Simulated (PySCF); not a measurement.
Identify the unknown among the candidates.

All candidates are C6H15N.

| technique | computed result |
| --- | --- |
| UV, first state | lowest singlet excitation: 5.84 eV (212 nm, f = 0.009) [TDDFT PBE0/def2-SVPD] |
| Polarisability | 86.2 au [PBE0/def2-SVPD] |
| UV, strongest line | among the 6 lowest singlet transitions: S5 at 6.92 eV (179 nm, f = 0.033) [TDDFT PBE0/def2-SVPD] |
| Dipole | 0.92 D [PBE0/def2-SVPD] |
| Rotational structure | rotational constants A, B, C: 7.837, 0.869, 0.825 GHz [PBE0-D3(BJ)/def2-SVP] |

Gas-phase values; electronic properties from PySCF, density fitting. Levels stand in brackets. Isolated species at its PBE0-D3(BJ)/def2-SVP geometry (one conformer only).

Question: Which candidate is it?
A. `CCN(CC)CC`
B. `CCCCNCC`
C. `CC(C)[C@H](C)CN`

Answer: B. It is `CCCCNCC`. Numbering: `[CH3:1][CH2:2][CH2:3][CH2:4][NH:5][CH2:6][CH3:7]`. Its formula, C6H15N, gives 0 degrees of unsaturation, so no ring and no π bond. The optimised geometry has point group C1 and is an asymmetric top.

The others, at the same levels:
- `CCN(CC)CC` fails: its computed lowest singlet excitation is 5.54 eV (224 nm, f = 0.018) (against 5.84 eV), rotational constant A is 2.809 GHz (against 7.837 GHz) and smallest rotational constant is 1.359 GHz (against 0.825 GHz).
- `CC(C)[C@H](C)CN` fails: its computed lowest singlet excitation is 6.19 eV (200 nm, f = 0.010) (against 5.84 eV), strongest line among the 6 lowest singlet transitions is S4 at 7.41 eV (167 nm, f = 0.055) (against S5 at 6.92 eV) and static isotropic polarisability is 84.2 au (against 86.2 au).

Each candidate is one conformer, not necessarily the lowest. The conformers computed, where there is a choice (atom-mapped SMILES and torsion angles):
- `[CH3:1][CH2:2][CH2:3][CH2:4][NH:5][CH2:6][CH3:7]`: C1–C2–C3–C4 -178°, C2–C3–C4–N5 179°, C3–C4–N5–C6 68°, C4–N5–C6–C7 176°
- `[CH3:1][CH2:2][N:3]([CH2:4][CH3:5])[CH2:6][CH3:7]`: C1–C2–N3–C4 69°, C2–N3–C4–C5 150°, C2–N3–C6–C7 -60°
- `[CH3:1][CH:2]([CH3:3])[C@H:4]([CH3:5])[CH2:6][NH2:7]`: C1–C2–C4–C5 -71°, C2–C4–C6–N7 -57°, H–N7–C6–C4 -70°, H–N7–C6–C4 172°
